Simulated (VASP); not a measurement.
# MgS: convergence, band structure

MgS, F-43m (no. 216), 2 atoms in the cell. TB-mBJ; PAW potentials S, Mg (PBE set). VASP 6.6.1.

Wanted: band energies at the path's corners within 0.02 eV; smallest gap over path and mesh within 0.01 eV.

What the run is for: bands; Accuracy asked: standard; Route: KPOINTS_OPT.

Band energies at the path's corners: counted from the valence top.

POSCAR:
```
MgS
1.0
    0.0000000000      2.8331200468      2.8331200468
    2.8331200468      0.0000000000      2.8331200468
    2.8331200468      2.8331200468      0.0000000000
S Mg
1 1
Direct
    0.2500000000      0.2500000000      0.2500000000
    0.0000000000      0.0000000000      0.0000000000
```

The series start from Plane-wave cutoff (eV): 300; k-point mesh: 6 × 6 × 6; k points a path segment: 12; Electronic threshold (eV): 1e-6; Precision mode (PREC): Accurate; Bands in all (NBANDS): 16; Aspherical gradient terms in the spheres (LASPH): yes. Each series keeps the choices made before it, and each single choice may use up half of a tolerance. Times cover all steps of a run.

## Plane-wave cutoff (eV)

| Plane-wave cutoff (eV) | Band energies at the path's corners, largest deviation (eV) | Smallest gap over path and mesh (eV) | Time (s) |
|---|---|---|---|
| 210 | 0.012 | 5.043 | 28 |
| 260 | 0.010 | 5.042 | 30 |
| 300 | 0.012 | 5.038 | 31 |
| 340 | 0.011 | 5.038 | 35 |
| 420 | 0.006 | 5.039 | 67 |
| 520 (reference) | 0.000 | 5.042 | 78 |

Chosen: 420, the loosest value from which every tighter one stays within half of the tolerance.

## k-point mesh

| k-point mesh | Band energies at the path's corners, largest deviation (eV) | Smallest gap over path and mesh (eV) | Time (s) |
|---|---|---|---|
| 2 × 2 × 2 | 0.438 | 5.476 | 45 |
| 3 × 3 × 3 | 0.052 | 5.091 | 54 |
| 4 × 4 × 4 | 0.009 | 5.048 | 61 |
| 5 × 5 × 5 | 0.002 | 5.040 | 66 |
| 6 × 6 × 6 | 0.000 | 5.039 | 67 |
| 7 × 7 × 7 | 0.000 | 5.038 | 67 |
| 9 × 9 × 9 (reference) | 0.000 | 5.038 | 88 |

Chosen: 5 × 5 × 5.

## Electronic threshold (eV)

| Electronic threshold (eV) | Band energies at the path's corners, largest deviation (eV) | Smallest gap over path and mesh (eV) | Time (s) |
|---|---|---|---|
| 0.001 | 0.005 | 5.035 | 27 |
| 0.0001 | 0.000 | 5.040 | 35 |
| 1e-5 | 0.000 | 5.040 | 38 |
| 1e-6 | 0.000 | 5.040 | 45 |
| 1e-7 (reference) | 0.000 | 5.040 | 46 |

Chosen: 0.001.

## Precision mode (PREC)

| Precision mode (PREC) | Band energies at the path's corners, largest deviation (eV) | Smallest gap over path and mesh (eV) | Time (s) |
|---|---|---|---|
| SingleN | 0.129 | 5.164 | 15 |
| Normal | 0.004 | 5.039 | 17 |
| Accurate (reference) | 0.000 | 5.035 | 27 |

Chosen: Normal.

## Bands in all (NBANDS)

| Bands in all (NBANDS) | Band energies at the path's corners, largest deviation (eV) | Smallest gap over path and mesh (eV) | Time (s) |
|---|---|---|---|
| 6 | 0.023 | 5.044 | 17 |
| 7 | 0.003 | 5.043 | 12 |
| 8 | 0.002 | 5.043 | 13 |
| 10 | 0.001 | 5.043 | 15 |
| 16 | 0.005 | 5.039 | 17 |
| 26 (reference) | 0.000 | 5.041 | 17 |

Chosen: 7.

## Aspherical gradient terms in the spheres (LASPH)

| Aspherical gradient terms in the spheres (LASPH) | Band energies at the path's corners, largest deviation (eV) | Smallest gap over path and mesh (eV) | Time (s) |
|---|---|---|---|
| yes | 0.000 | 5.043 | 12 |
| no | 0.000 | 5.043 | 6.0 |

Chosen: no, the fastest of those that stay within half of the tolerance.

Also changed on the way, by series that aren't shown: k points a path segment: 5.

## All choices together

| Input | Band energies at the path's corners, largest deviation (eV) | Smallest gap over path and mesh (eV) | Time (s) |
|---|---|---|---|
| the program's defaults (naive) | no result | no result | 13 |
| chosen settings | 0.003 | 5.043 | 6.0 |
| reference settings throughout | 0.000 | 5.042 | 258 |

The tolerance is met.

## The input

INCAR.step1:
```
SYSTEM = MgS
  ALGO = Normal
  EDIFF = 0.001
  EFERMI = MIDGAP
  ENCUT = 420
  GGA = PE
  GGA_COMPAT = .False.
  ISMEAR = 0
  LASPH = .False.
  LCHARG = .False.
  LREAL = .False.
  LWAVE = .True.
  NBANDS = 7
  NELM = 120
  PREC = Normal
  SIGMA = 0.03
```

INCAR.step2, as INCAR.step1 but for:
```
- GGA = PE
- LWAVE = .True.
+ ISTART = 1
+ LMIXTAU = .True.
+ LWAVE = .False.
+ METAGGA = MBJ
```

KPOINTS:
```
Automatic mesh
0
Gamma
  5 5 5
  0 0 0
```

KPOINTS_OPT:
```
path GXWKGLUWLK,UX
5
line-mode
reciprocal
 0.0000000000  0.0000000000  0.0000000000  G
 0.5000000000  0.0000000000  0.5000000000  X

 0.5000000000  0.0000000000  0.5000000000  X
 0.5000000000  0.2500000000  0.7500000000  W

 0.5000000000  0.2500000000  0.7500000000  W
 0.3750000000  0.3750000000  0.7500000000  K

 0.3750000000  0.3750000000  0.7500000000  K
 0.0000000000  0.0000000000  0.0000000000  G

 0.0000000000  0.0000000000  0.0000000000  G
 0.5000000000  0.5000000000  0.5000000000  L

 0.5000000000  0.5000000000  0.5000000000  L
 0.6250000000  0.2500000000  0.6250000000  U

 0.6250000000  0.2500000000  0.6250000000  U
 0.5000000000  0.2500000000  0.7500000000  W

 0.5000000000  0.2500000000  0.7500000000  W
 0.5000000000  0.5000000000  0.5000000000  L

 0.5000000000  0.5000000000  0.5000000000  L
 0.3750000000  0.3750000000  0.7500000000  K

 0.6250000000  0.2500000000  0.6250000000  U
 0.5000000000  0.0000000000  0.5000000000  X
```

Commands (each step's output is kept before the next begins):
```
cat potpaw_PBE.64/S/POTCAR potpaw_PBE.64/Mg/POTCAR > POTCAR
cp INCAR.step1 INCAR
mpirun -np 1 vasp_std > vasp.out
cp INCAR.step2 INCAR
mpirun -np 1 vasp_std > vasp.out
```

The chosen input took VASP 6.6.1 6.0 s on 1 core (Intel Xeon 6975P-C (Granite Rapids)), a shared host.

## An input that fails: too few electronic steps

The electronic loop stops at its limit of 5 steps.

Changes against the starting input:
```
- NELM = 120
+ NELM = 5
```
